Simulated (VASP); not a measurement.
# HfO2 (111), 5 units in VASP, part 3 of 3

Wanted: how HfO2 (111), 5 units relaxes, and what it costs to take an electron out.

VASP 6.6.1; PBE; plane waves and PAW (O, Hf).

So far. Step 2 (Relaxing the slab): The run ended after 25 ionic steps, 0.093 eV below its first step, once the forces on the free atoms met EDIFFG = -0.03. Step 3 (Potential and states of the slab): The vacuum level lies 6.87 eV above the highest filled level at the upper face; both faces agree, as the slab has next to no dipole.

### 4. The slab in a field, field -0.1

A field across the slab, with the atoms held, gives the electronic response: the dipole changes linearly with the field, and the energy has a linear term from the slab's own dipole and a quadratic one from its polarisability.

The input, INCAR:

```
SYSTEM = HfO2
PREC = Normal
ENCUT = 400
EDIFF = 1E-06
NELM = 120
ISMEAR = 0
SIGMA = 0.05
LREAL = Auto
ALGO = Fast
GGA = PE
NBANDS = 55
LASPH = .TRUE.
LORBIT = 11
LWAVE = .FALSE.
LCHARG = .FALSE.
KPAR = 4
IDIPOL = 3
LDIPOL = .TRUE.
DIPOL = 0.5 0.5 0.5
EFIELD = -0.1
LVHAR = .TRUE.
```

The input, POSCAR:

```
HfO2
1.0
    3.5921024500      0.0000000000      0.0000000000
   -1.7960512200      3.1108519700      0.0000000000
    0.0000000000      0.0000000000     31.1982271537
O Hf
10 5
Direct
    0.6666666700      0.3333333300      0.2896525620
    0.0000000000      0.0000000000      0.3378219992
    0.3333333300      0.6666666700      0.3828773857
    0.6666666700      0.3333333300      0.4295227733
    0.0000000000      0.0000000000      0.4768465815
    0.3333333300      0.6666666700      0.5231534185
    0.6666666700      0.3333333300      0.5704772267
    0.0000000000      0.0000000000      0.6171226143
    0.3333333300      0.6666666700      0.6621780008
    0.6666666700      0.3333333300      0.7103474380
    0.3333333300      0.6666666700      0.3147237085
    0.0000000000      0.0000000000      0.4063213504
    0.6666666700      0.3333333300      0.5000000000
    0.3333333300      0.6666666700      0.5936786496
    0.0000000000      0.0000000000      0.6852762915
```

The input, KPOINTS:

```
Automatic mesh
0
Gamma
12 12 1
0 0 0
```

Potentials, in the order of the species: O and Hf (PBE family, release 64).

The run is started by

```
$ mpirun -np 4 vasp_std
```

What it wrote:

```text
[... set-up lines as in an earlier step ...]
 entering main loop
       N       E                     dE             d eps       ncg     rms          rms(c)
DAV:   1     0.585502775746E+03    0.58550E+03   -0.32275E+04  2122   0.101E+03
DAV:   2    -0.105927940135E+03   -0.69143E+03   -0.66369E+03  3016   0.284E+02
DAV:   3    -0.178704106383E+03   -0.72776E+02   -0.72194E+02  2460   0.103E+02
DAV:   4    -0.180473603142E+03   -0.17695E+01   -0.17653E+01  2764   0.170E+01
DAV:   5    -0.180517616387E+03   -0.44013E-01   -0.43993E-01  2557   0.250E+00    0.510E+01
RMM:   6    -0.150341444960E+03    0.30176E+02   -0.12239E+02  2189   0.377E+01    0.280E+01
RMM:   7    -0.150838361708E+03   -0.49692E+00   -0.23144E+01  2531   0.124E+01    0.886E+00
RMM:   8    -0.150510428577E+03    0.32793E+00   -0.23737E+00  2486   0.588E+00    0.257E+00
RMM:   9    -0.150533059617E+03   -0.22631E-01   -0.66677E-01  2689   0.275E+00    0.864E-01
RMM:  10    -0.150543292273E+03   -0.10233E-01   -0.18143E-01  3006   0.119E+00    0.756E-01
RMM:  11    -0.150539095862E+03    0.41964E-02   -0.16642E-02  2594   0.454E-01    0.115E-01
RMM:  12    -0.150539367951E+03   -0.27209E-03   -0.83965E-03  2933   0.269E-01    0.146E-01
RMM:  13    -0.150539163154E+03    0.20480E-03   -0.40138E-03  2642   0.223E-01    0.684E-02
RMM:  14    -0.150539454159E+03   -0.29101E-03   -0.73539E-04  2725   0.768E-02    0.448E-02
RMM:  15    -0.150540202096E+03   -0.74794E-03   -0.47257E-04  2663   0.590E-02    0.243E-02
RMM:  16    -0.150540682880E+03   -0.48078E-03   -0.15804E-04  2850   0.300E-02    0.180E-02
RMM:  17    -0.150540927371E+03   -0.24449E-03   -0.57994E-05  2644   0.270E-02    0.122E-02
RMM:  18    -0.150540988443E+03   -0.61073E-04   -0.14017E-05  2601   0.924E-03    0.849E-03
RMM:  19    -0.150541046817E+03   -0.58374E-04   -0.78990E-06  2559   0.100E-02    0.554E-03
RMM:  20    -0.150541062059E+03   -0.15243E-04   -0.12278E-06  1885   0.324E-03    0.548E-03
RMM:  21    -0.150541077141E+03   -0.15082E-04   -0.11019E-06  1874   0.263E-03    0.499E-03
RMM:  22    -0.150541082634E+03   -0.54926E-05   -0.42556E-07  1445   0.148E-03    0.496E-03
RMM:  23    -0.150541085265E+03   -0.26307E-05   -0.22319E-07  1338   0.126E-03    0.496E-03
RMM:  24    -0.150541085916E+03   -0.65117E-06   -0.80430E-08  1003   0.883E-04
   1 F= -.15054109E+03 E0= -.15054109E+03  d E =-.175313E-11
```

Wall time 41 s (4 MPI ranks of Intel Xeon 6975P-C (Granite Rapids), shared host); peak memory 1.2 GiB.

OUTCAR, selected parts (step 4):

```text
 Found     19 irreducible k-points:

   NELECT =      80.0000    total number of electrons

 dipolmoment           0.000000      0.000000     -0.075040 electrons x Angstroem

 E-fermi :  -1.3498

 k-point     1 :       0.0000    0.0000    0.0000
  band No.  band energies     occupation
    ...
     36      -2.3675      2.00000
     37      -2.1661      2.00000
     38      -2.1655      2.00000
     39      -1.9515      2.00000
     40      -1.9509      2.00000
     41       2.3493      0.00000
     42       2.3493      0.00000
     43       2.6798      0.00000
     44       2.6799      0.00000
     45       2.9589      0.00000
    ...

 k-point     2 :       0.0833    0.0000    0.0000
  band No.  band energies     occupation
    ...
     36      -2.3223      2.00000
     37      -2.1820      2.00000
     38      -2.1792      2.00000
     39      -1.9714      2.00000
     40      -1.9654      2.00000
     41       2.4165      0.00000
     42       2.4292      0.00000
     43       2.6941      0.00000
     44       2.7311      0.00000
     45       2.9002      0.00000
    ...

  Total      -14.7822439    -14.7822439     -6.2339447     -0.0000000      0.0000000     -0.0000000
  in kB      -67.9349048    -67.9349046    -28.6494016     -0.0000001      0.0000000     -0.0000000
  external PRESSURE =     -54.8397370 kB  Pullay stress =       0.0000000 kB

 POSITION                                       TOTAL-FORCE (eV/Angst)
 -----------------------------------------------------------------------------------
      1.79605      1.03695      9.03665        -0.000000     -0.000000     -0.067142
      0.00000      0.00000     10.53945         0.000000      0.000000     -0.033165
     -0.00000      2.07390     11.94510         0.000000      0.000000     -0.040759
      1.79605      1.03695     13.40035         0.000000      0.000000     -0.029541
      0.00000      0.00000     14.87677         0.000000      0.000000     -0.076468
     -0.00000      2.07390     16.32146         0.000000      0.000000     -0.031735
      1.79605      1.03695     17.79788        -0.000000      0.000000     -0.078699
      0.00000      0.00000     19.25313         0.000000      0.000000     -0.058113
     -0.00000      2.07390     20.65878         0.000000      0.000000     -0.073089
      1.79605      1.03695     22.16158        -0.000000      0.000000     -0.026314
     -0.00000      2.07390      9.81882        -0.000000      0.000000      0.112872
      0.00000      0.00000     12.67651         0.000000      0.000000      0.111446
      1.79605      1.03695     15.59911         0.000000      0.000000      0.108110
     -0.00000      2.07390     18.52172         0.000000      0.000000      0.106348
      0.00000      0.00000     21.37941         0.000000      0.000000      0.076247
 -----------------------------------------------------------------------------------
    total drift:                               -0.000022      0.000018     -0.000086

  FREE ENERGIE OF THE ION-ELECTRON SYSTEM (eV)
  ---------------------------------------------------
  free  energy   TOTEN  =      -150.5410859160 eV

  energy  without entropy=     -150.5410859160  energy(sigma->0) =     -150.54108592

 vacuum level on the upper side and lower side of the slab         6.172         4.346

 total charge
# of ion       s       p       d       tot
------------------------------------------
    1        1.581   3.461   0.000   5.042
    2        1.588   3.565   0.000   5.153
    3        1.588   3.563   0.000   5.151
    4        1.587   3.558   0.000   5.144
    5        1.587   3.558   0.000   5.145
    6        1.587   3.558   0.000   5.145
    7        1.587   3.558   0.000   5.144
    8        1.588   3.563   0.000   5.151
    9        1.588   3.564   0.000   5.153
   10        1.582   3.460   0.000   5.042
   11        0.458   0.671   1.882   3.011
   12        0.472   0.751   1.974   3.196
   13        0.466   0.738   1.947   3.151
   14        0.472   0.751   1.974   3.196
   15        0.457   0.671   1.880   3.009
--------------------------------------------------
tot         18.187  38.990   9.657  66.835

[... 9 parts as in an earlier step ...]

[... 5 further parts left out ...]
```

Numbers from this step:

| Quantity | Value |
| --- | --- |
| electronic cycles | 24 |
| free energy (TOTEN) | -150.5411 eV |
| Fermi energy | -1.350 eV |
| dipole moment | 0, 0, -0.07504 e·Å |
| gap on the k-mesh | 3.887 eV |
| least direct gap on the k-mesh | 3.887 eV |

The planar average of the electrostatic potential oscillates, so the rows of the table below give means over windows of 1.46 Å about each position, cut where the curve ends. Its maxima inside the range that stand out by 2 % of the span (Å: eV): 6.9: 6.32, 9.7: -6.04, 11.2: 1.89, 12.7: -6.66, 14.1: 2.21, 15.6: -6.53, 17.1: 2.27, 18.5: -6.54, 20.0: 2.06, 21.4: -5.82, 30.8: 7.52. Its minima: 0.4: 5.70, 9.3: -7.46, 10.3: -8.15, 12.2: -8.44, 13.2: -8.51, 15.1: -8.40, 16.1: -8.38, 18.0: -8.41, 19.0: -8.31, 20.9: -7.95, 21.9: -7.22.

Zero at the Fermi level. The planar average of the electrostatic potential by height; means over each step:

height (Å), planar average of the electrostatic potential (eV) and a bar from the least value:
```
     0.73       5.82 ###########################
     2.19       5.88 ###########################
     3.65       6.02 ###########################
     5.11       6.17 ###########################
     6.57       6.29 ############################
     8.03       4.48 ########################
     9.49      -6.32 ##
    10.95      -2.83 #########
    12.41      -7.20 
    13.87      -2.43 ##########
    15.33      -7.09 
    16.79      -2.36 ##########
    18.25      -7.07 
    19.71      -2.61 #########
    21.17      -6.59 #
    22.63       0.41 ################
    24.09       6.75 #############################
    25.55       6.99 #############################
    27.01       7.14 #############################
    28.47       7.29 ##############################
    29.93       7.43 ##############################
```

Force by atom:

```tsv
atom	x (eV/Å)	y (eV/Å)	z (eV/Å)	size
O1	0.000	0.000	-0.067	0.067
O2	0.000	0.000	-0.033	0.033
O3	0.000	0.000	-0.041	0.041
O4	0.000	0.000	-0.030	0.030
O5	0.000	0.000	-0.076	0.076
O6	0.000	0.000	-0.032	0.032
O7	0.000	0.000	-0.079	0.079
O8	0.000	0.000	-0.058	0.058
O9	0.000	0.000	-0.073	0.073
O10	0.000	0.000	-0.026	0.026
Hf11	0.000	0.000	0.113	0.113
Hf12	0.000	0.000	0.111	0.111
Hf13	0.000	0.000	0.108	0.108
Hf14	0.000	0.000	0.106	0.106
Hf15	0.000	0.000	0.076	0.076
```

VASP counts the dipole in electrons times Å, so a positive number points the physical dipole along −c. A positive EFIELD is likewise a physical field along −c.

Energy at zero smearing: -150.54109 eV.

### 5. The slab in a field, field 0.1

INCAR: that of step 4 with these lines changed.

```diff
@@ -19,3 +19,3 @@
 DIPOL = 0.5 0.5 0.5
-EFIELD = -0.1
+EFIELD = 0.1
 LVHAR = .TRUE.
```

POSCAR is that of step 4.

KPOINTS is that of step 4.

The run is started by

```
$ mpirun -np 4 vasp_std
```

What it wrote:

```text
[... set-up lines as in an earlier step ...]
 entering main loop
       N       E                     dE             d eps       ncg     rms          rms(c)
DAV:   1     0.582700832546E+03    0.58270E+03   -0.32306E+04  2130   0.101E+03
DAV:   2    -0.106101123539E+03   -0.68880E+03   -0.66242E+03  3032   0.284E+02
DAV:   3    -0.178722760880E+03   -0.72622E+02   -0.72068E+02  2444   0.103E+02
DAV:   4    -0.180469516525E+03   -0.17468E+01   -0.17424E+01  2692   0.170E+01
[...]
RMM:  22    -0.150541082785E+03   -0.70656E-05   -0.61358E-07  1721   0.198E-03    0.498E-03
RMM:  23    -0.150541085059E+03   -0.22744E-05   -0.20041E-07  1345   0.122E-03    0.495E-03
RMM:  24    -0.150541085996E+03   -0.93639E-06   -0.78368E-08   962   0.856E-04
   1 F= -.15054109E+03 E0= -.15054109E+03  d E =-.191314E-16
```

Run time: 47 s. Hardware: 4 MPI ranks; peak memory 1.2 GiB; 2.7 min of CPU time.

From OUTCAR (step 5):

```text
  Total      -14.7818222    -14.7818221     -6.2335433     -0.0000000      0.0000000     -0.0000000
  in kB      -67.9329665    -67.9329663    -28.6475565     -0.0000001      0.0000000     -0.0000000
  external PRESSURE =     -54.8378298 kB  Pullay stress =       0.0000000 kB

 POSITION                                       TOTAL-FORCE (eV/Angst)
 -----------------------------------------------------------------------------------
      1.79605      1.03695      9.03665         0.000000      0.000000      0.026327
      0.00000      0.00000     10.53945        -0.000000      0.000000      0.073141
     -0.00000      2.07390     11.94510        -0.000000      0.000000      0.058089
      1.79605      1.03695     13.40035        -0.000000      0.000000      0.078677
      0.00000      0.00000     14.87677        -0.000000      0.000000      0.031738
     -0.00000      2.07390     16.32146         0.000000      0.000000      0.076466
      1.79605      1.03695     17.79788         0.000000      0.000000      0.029572
      0.00000      0.00000     19.25313        -0.000000     -0.000000      0.040781
     -0.00000      2.07390     20.65878         0.000000     -0.000000      0.033106
      1.79605      1.03695     22.16158        -0.000000      0.000000      0.067120
     -0.00000      2.07390      9.81882        -0.000000      0.000000     -0.076231
      0.00000      0.00000     12.67651        -0.000000      0.000000     -0.106370
      1.79605      1.03695     15.59911        -0.000000      0.000000     -0.108104
     -0.00000      2.07390     18.52172        -0.000000      0.000000     -0.111418
      0.00000      0.00000     21.37941        -0.000000     -0.000000     -0.112893
 -----------------------------------------------------------------------------------
    total drift:                               -0.000026      0.000011      0.000047

  FREE ENERGIE OF THE ION-ELECTRON SYSTEM (eV)
  ---------------------------------------------------
  free  energy   TOTEN  =      -150.5410859957 eV

  energy  without entropy=     -150.5410859957  energy(sigma->0) =     -150.54108600

[... 2 parts as in an earlier step ...]

[... 1 further part left out ...]
[key lines of the parts left out:]
E-fermi :  -1.2939
```

Numbers from this step:

| Quantity | Value |
| --- | --- |
| Fermi energy | -1.294 eV |
| dipole moment | 0, 0, 0.07504 e·Å |

The planar average of the electrostatic potential oscillates, so the rows of the table below give means over windows of 1.46 Å about each position, cut where the curve ends. Its maxima inside the range that stand out by 2 % of the span (Å: eV): 0.4: 7.47, 9.7: -5.88, 11.2: 2.01, 12.7: -6.60, 14.1: 2.21, 15.6: -6.58, 17.1: 2.16, 18.5: -6.71, 20.0: 1.84, 21.4: -6.10, 24.3: 6.26. Its minima: 9.3: -7.28, 10.3: -8.00, 12.2: -8.37, 13.2: -8.47, 15.1: -8.44, 16.1: -8.46, 18.0: -8.57, 19.0: -8.50, 20.9: -8.21, 21.9: -7.51, 30.8: 5.64.

Zero at the Fermi level. The planar average of the electrostatic potential by height; means over each step:

```tsv
height (Å)	planar average of the electrostatic potential (eV)
0.73	7.34
2.19	7.29
3.65	7.14
5.11	6.99
6.57	6.83
8.03	4.76
9.49	-6.14
10.95	-2.71
12.41	-7.13
13.87	-2.42
15.33	-7.14
16.79	-2.46
18.25	-7.24
19.71	-2.83
21.17	-6.86
22.63	0.0694
24.09	6.21
25.55	6.16
27.01	6.02
28.47	5.87
29.93	5.73
```

Energy at zero smearing: -150.54109 eV.

### 6. Derived quantities

This step: slab, PBE; plane waves and PAW (VASP 6.6.1).

No new run; the numbers come from the runs before.

This step gave:

* polarisability per area of the slab or monolayer: 0.9670 Å
* ionisation potential at the upper face: 6.874 eV

VASP counts both for electrons: a positive EFIELD is a field along -c, and a positive dipole, in electrons times A, points along -c. Field, by row:

```tsv
EFIELD (eV/Å)	dipole along z (e Å)	energy change (eV)
-0.1	-0.07504	-0.003752
0	0	0
0.1	0.07504	-0.003752
```

The polarisability is the slope of the dipole against the field, as a volume for each unit of area.

### 7. Slab, other settings: ISYM = 1 and ENCUT = 350

This step: PBE; plane waves and PAW (O, Hf) (VASP 6.6.1).

The run is repeated with some settings moved, to see what they change.

INCAR: that of step 5 with these lines changed.

```diff
@@ -2,3 +2,3 @@
 PREC = Normal
-ENCUT = 400
+ENCUT = 350
 EDIFF = 1E-06
@@ -19,3 +19,4 @@
 DIPOL = 0.5 0.5 0.5
-EFIELD = 0.1
 LVHAR = .TRUE.
+LVACPOTAV = .TRUE.
+ISYM = 1
```

POSCAR is that of step 5.

KPOINTS is that of step 5.

The run is started by

```
$ mpirun -np 4 vasp_std
```

What it wrote:

```text
[... set-up lines as in an earlier step ...]
 entering main loop
       N       E                     dE             d eps       ncg     rms          rms(c)
DAV:   1     0.536076621502E+03    0.53608E+03   -0.30534E+04  2218   0.910E+02
DAV:   2    -0.112843284862E+03   -0.64892E+03   -0.62400E+03  2935   0.275E+02
DAV:   3    -0.178191404346E+03   -0.65348E+02   -0.64794E+02  2452   0.971E+01
DAV:   4    -0.179750835270E+03   -0.15594E+01   -0.15556E+01  2756   0.156E+01
[...]
RMM:  23    -0.150844281267E+03   -0.15169E-05   -0.15423E-07  1340   0.122E-03    0.720E-04
RMM:  24    -0.150844282712E+03   -0.14448E-05   -0.10129E-07  1208   0.111E-03    0.742E-04
RMM:  25    -0.150844283196E+03   -0.48448E-06   -0.28223E-08   843   0.781E-04
 [... a notice as in an earlier step ...]

   1 F= -.15084428E+03 E0= -.15084428E+03  d E =-.801311E-15
 [... a notice as in an earlier step ...]
```

Elapsed: 32 s, on 4 MPI ranks; peak memory 1.1 GiB; 1.8 min of CPU time.

OUTCAR, selected parts (step 7):

```text
  Total      -27.8454990    -27.8454990    -18.7359168     -0.0000000      0.0000000      0.0000000
  in kB     -127.9698355   -127.9698351    -86.1048384     -0.0000002      0.0000000      0.0000000
  external PRESSURE =    -114.0148363 kB  Pullay stress =       0.0000000 kB

 POSITION                                       TOTAL-FORCE (eV/Angst)
 -----------------------------------------------------------------------------------
      1.79605      1.03695      9.03665         0.000000     -0.000000      0.076596
      0.00000      0.00000     10.53945         0.000000     -0.000000      0.093420
     -0.00000      2.07390     11.94510         0.000000      0.000000     -0.008961
      1.79605      1.03695     13.40035        -0.000000      0.000000      0.050253
      0.00000      0.00000     14.87677        -0.000000      0.000000      0.023132
     -0.00000      2.07390     16.32146         0.000000     -0.000000     -0.023132
      1.79605      1.03695     17.79788         0.000000     -0.000000     -0.050253
      0.00000      0.00000     19.25313        -0.000000     -0.000000      0.008961
     -0.00000      2.07390     20.65878         0.000000     -0.000000     -0.093420
      1.79605      1.03695     22.16158        -0.000000     -0.000000     -0.076596
     -0.00000      2.07390      9.81882        -0.000000     -0.000000      0.000406
      0.00000      0.00000     12.67651        -0.000000      0.000000      0.006658
      1.79605      1.03695     15.59911        -0.000000     -0.000000      0.000000
     -0.00000      2.07390     18.52172         0.000000     -0.000000     -0.006658
      0.00000      0.00000     21.37941         0.000000      0.000000     -0.000406
 -----------------------------------------------------------------------------------
    total drift:                               -0.000020      0.000012      0.000007

  FREE ENERGIE OF THE ION-ELECTRON SYSTEM (eV)
  ---------------------------------------------------
  free  energy   TOTEN  =      -150.8442831962 eV

  energy  without entropy=     -150.8442831962  energy(sigma->0) =     -150.84428320

[... 1 part as in an earlier step ...]

[... 2 further parts left out ...]
[key lines of the parts left out:]
E-fermi :  -1.3664
```

Numbers from this step:

```yaml
electronic_cycles: 25
free_energy_toten: -150.8443 eV
fermi_energy: -1.366 eV
dipole_moment: 0, 0, 0 e·Å
gap_on_the_k_mesh: 3.948 eV
least_direct_gap_on_the_k_mesh: 3.948 eV
```

Settings moved on purpose: ISYM = 1 and ENCUT = 350.

Against the run that it repeats, NBANDS also differs.

Side by side:

```tsv
quantity	this run	the run it repeats	difference
energy at zero smearing (eV)	-150.84	-150.54	-0.307
free energy (TOTEN) (eV)	-150.84	-150.54	-0.307
Fermi energy (eV)	-1.3664	-1.3913	0.0249
gap on the k-mesh (eV)	3.948	3.9433	0.00470
electronic cycles	25	23	2
```

The total energy moves by -20.5 meV an atom.

### 8. All levels side by side

Times are for 4 MPI ranks of Intel Xeon 6975P-C (Granite Rapids), shared host. The series side by side:

```tsv
no.	run	electronic cycles	bands	cutoff used less the lowest (eV)	VBM (eV)	CBM (eV)	time	memory (GiB)
1	work function of the clean slab	23	76	50	-1.622	2.321	58 s	0.72
2	field series	24	55	50	-1.574	2.314	41 s	1.2
3	field series	24	55	50	-1.574	2.314	47 s	1.2
4	slab, other settings	25	55	0	-1.628	2.320	32 s	1.1
```

### 9. What came out

```yaml
ionisation_potential_of_the_slab: 6.87 eV
polarisability_per_area_of_the_slab_or_monolayer: 0.967 Å
```

The ionisation potential is 6.87 eV at both faces. The atom that ends on top (O) moved inwards by 0.04 Å, counted from the mean of all atoms. Semilocal band edges put the ionisation potential too low and the gap too small. Spin-orbit coupling is left out, which matters for the heavy elements here. The cell in the plane was kept as given and was not relaxed here. The slab has a gap, so the level below the vacuum is counted from the highest filled level.

[Lines on the potential files, build, host, timing and source positions are cut from VASP's logs without a mark.]

[Logs are printed without paths, hosts, clocks, repeated set-up lines and the standing remarks that a program may print on its own settings, such as how far it seeks lower states.]

[Hosts, paths, dates, database ids (printed as entryN), source tags and the programs' standing remarks are cut or masked in the printed files.]

[In band tables of VASP the shares of atoms and orbitals are scaled to a sum of 1 inside the atoms' spheres.]

[Runs that stopped without an error message from VASP are left out.]
